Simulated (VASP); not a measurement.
A run of VASP 6.6.1 is set up as follows.

INCAR

```
PREC = Accurate
ENCUT = 600
EDIFF = 1E-8
ISMEAR = 0
SIGMA = 0.03
LREAL = F
LASPH = T
NELM = 80
ALGO = Normal
ISIF = 2
LWAVE = F
LCHARG = F
GGA = PE
LEPSILON = T
```

File KPOINTS:

```
Automatic mesh
0
Monkhorst-Pack
  22 22 22
```

Contents of POSCAR:

```
C                                       
1.0
    0.0000000000      1.7858054497      1.7858054497
    1.7858054497      0.0000000000      1.7858054497
    1.7858054497      1.7858054497      0.0000000000
  C             
     2
Direct
     0.0000000000000000    0.0000000000000000    0.0000000000000000
     0.2500000000000000    0.2500000000000000    0.2500000000000000
```

Potentials or basis: VASP PAW PBE potentials, release 64 (C).

Run with:

```console
$ cat potpaw_PBE.64/C/POTCAR > POTCAR
$ mpirun -np 1 vasp_std > vasp.out
```

(1) Estimate the electronic dielectric tensor (diagonal).

(2) Predict the Born charges (mean of the diagonal).

Results:

(1) 5.85.

(2) C +0.00 e.
